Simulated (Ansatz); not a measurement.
Runs of Ansatz 0.2.0 on TiTe2. Symmetry: P-3m1, No. 164, trigonal system. Conventional cell: a = 3.777 Å, b = 3.777 Å, c = 6.498 Å, α = 90.00°, β = 90.00°, γ = 120.00°. Around Te (site symmetry 3m) lie 3 Ti at 2.77 Å. Ti (site symmetry -3m) has 6 Te at 2.77 Å as nearest neighbours. 

| task | level | potentials or basis | cutoff (eV) | basis error allowed | gap on the mesh (eV) | pressure (GPa) | largest force (eV/Å) |
| --- | --- | --- | --- | --- | --- | --- | --- |
| band structure | PBEsol | all-electron PAW datasets made for the crystal | 240 | - | - | -2.3 | 0.13 |
| single point | PBEsol | all-electron LAPW, scalar-relativistic | 240 | 0.001 eV/atom | none | -2.3 | 0.13 |
| band structure | LDA | all-electron LAPW, scalar-relativistic | 221 | 0.002 eV/atom | - | (a) | 0.31 |
| band structure | PBEsol | all-electron LAPW, scalar-relativistic | 221 | 0.002 eV/atom | - | -2.3 | 0.13 |
| phonons | PBEsol | all-electron LAPW, scalar-relativistic | 237 | 0.002 eV/atom | none | - | 0.13 |

Alike in all rows: no spin polarisation; cell as given; k mesh 8 × 8 × 4; smearing fermi-dirac 0.05 eV.

**Question.** Estimate the missing entries.

**Answer.** (a) -4.1.

Caveats: this functional lacks dispersion, which binds the layers, so the pressure and a relaxed spacing across them are unreliable (some runs); a metal's response needs a denser mesh (some runs).

A k mesh can miss the band edges, and the runs leave out spin-orbit coupling on Te.

A gap of «none» marks a metal or a gap under the smearing width.

Not every run made on this cell is shown here.
